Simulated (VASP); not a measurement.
Here is a VASP 6.6.1 calculation.

INCAR

```
SYSTEM = H13ClO6
PREC = Accurate
ENCUT = 520
EDIFF = 1E-7
ISMEAR = -1
SIGMA = 0.05
LREAL = Auto
LASPH = .TRUE.
NELM = 100
ALGO = Normal
ISIF = 2
LWAVE = .FALSE.
LCHARG = .TRUE.
GGA = PE
IVDW = 12
LELF = .TRUE.
LVHAR = .TRUE.
NBANDS = 44
```

KPOINTS

```
Automatic mesh
0
G
  1 1 1
  0 0 0
```

The input POSCAR:

```
H13ClO6
1.0
    6.6965600000      0.0000000000      0.0000000000
    0.0000000000      6.6965600000      0.0000000000
    0.0000000000      0.0000000000      6.6965600000
O H Cl
6 13 1
Direct
    0.3949490485      0.6272026234      0.4693454550
    0.6264709045      0.9644354713      0.9541764727
    0.2579682703      0.1735368607      0.2870876988
    0.2216660494      0.2197695533      0.8007245511
    0.7517591121      0.2385105188      0.5567933387
    0.8424026664      0.8621441457      0.5648571804
    0.4633573058      0.5692474942      0.5882273884
    0.4876384293      0.5781475862      0.3646051107
    0.5167130586      0.9955857933      0.8931600702
    0.5747727191      0.8576343675      1.0483442245
    0.3426386085      0.2315069230      0.1981465110
    0.2390929074      0.2744394137      0.3878409213
    0.1720734228      0.3221952764      0.7149043688
    0.1306491691      0.1081898766      0.8226163881
    0.7535062779      0.3278250326      0.4348053329
    0.5818957793      0.2253395773      0.5940214080
    0.8297095822      0.9989905265      0.4945524269
    0.6972385822      0.8432687828      0.6268442305
    0.9134540719      0.7179805751      0.4671502981
    0.9482032566      0.5464447418      0.3207617045
```

Potentials or basis: VASP PAW PBE potentials, release 64 (O, H, Cl).

Command:

```sh
$ cat potpaw_PBE.64/O/POTCAR potpaw_PBE.64/H/POTCAR potpaw_PBE.64/Cl/POTCAR > POTCAR
$ mpirun -np 1 vasp_gam > vasp.out
```

Question: Predict the band gap on the k mesh.

Answer: 3.62 eV, direct.

Question: What does it give for the largest force?

Answer: 8.208 eV/Å.

Question: What does it give for the dispersion energy per atom?

Answer: -0.028 eV.

Stress tensor (GPa, compression positive):
```
-1.68 -0.89  2.09
-0.89 -0.24 -0.19
 2.09 -0.19  0.42
```

PBE gaps usually lie below the measured ones, often by a third to a half.
